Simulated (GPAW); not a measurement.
## SnO2: single point with PBE

The system is SnO2.

```
Sn O
1.0
     5.17526    0.00000    0.00000
     0.00000    5.17526    0.00000
     0.00000    0.00000    5.17526
Sn O
4 8
Direct
  0.00000 0.00000 0.00000
  0.50000 0.00000 0.50000
  0.50000 0.50000 0.00000
  0.00000 0.50000 0.50000
  0.66110 0.83890 0.16110
  0.83890 0.16110 0.66110
  0.16110 0.66110 0.83890
  0.33890 0.33890 0.33890
  0.66110 0.66110 0.66110
  0.83890 0.33890 0.16110
  0.16110 0.83890 0.33890
  0.33890 0.16110 0.83890
```

Measurements of this composition are mostly on another form, of space group No. 136.

```yaml
Program: GPAW 26.7.0
Task: single point
Functional: PBE
Potentials_or_basis: GPAW PAW data sets (gpaw-data 1.2.1)
Cutoff: 800 eV
Basis: pw
k_mesh: 5 × 5 × 5
Occupations: fermi-dirac, width 0.05 eV
Spin: no spin polarisation
```

| Property | Result |
| --- | --- |
| Pressure | -2.0 GPa |
| Largest force | 0.003 eV/Å |
| Band gap on the k mesh | 0.60 eV, indirect (least direct gap 0.66 eV) |

Forces on the atoms (eV/Å):
```
Sn   0.000  0.000  0.000
Sn   0.000  0.000  0.000
Sn   0.000  0.000  0.000
Sn   0.000  0.000  0.000
O    0.002 -0.002  0.002
O   -0.002  0.002  0.002
O    0.002  0.002 -0.002
O   -0.002 -0.002 -0.002
O    0.002  0.002  0.002
O   -0.002 -0.002  0.002
O    0.002 -0.002 -0.002
O   -0.002  0.002 -0.002
```

Levels at points of the mesh, in eV from the valence-band top:
```csv
k point,band 50,band 51,band 52,band 53,band 54,band 55
"(0.00, 0.00, 0.00)",-0.06,-0.06,-0.06,0.60,5.75,5.75
```

It took 4.9 min on 1 thread of Arm Neoverse V2, on a shared host, peak memory 0.5 GiB.

Caveat: spin-orbit coupling is left out, which moves the levels of the heavy elements; an odd mesh through Γ misses points on the zone boundary, where band edges often lie. PBE gaps usually lie below the measured ones, often by a third to a half.
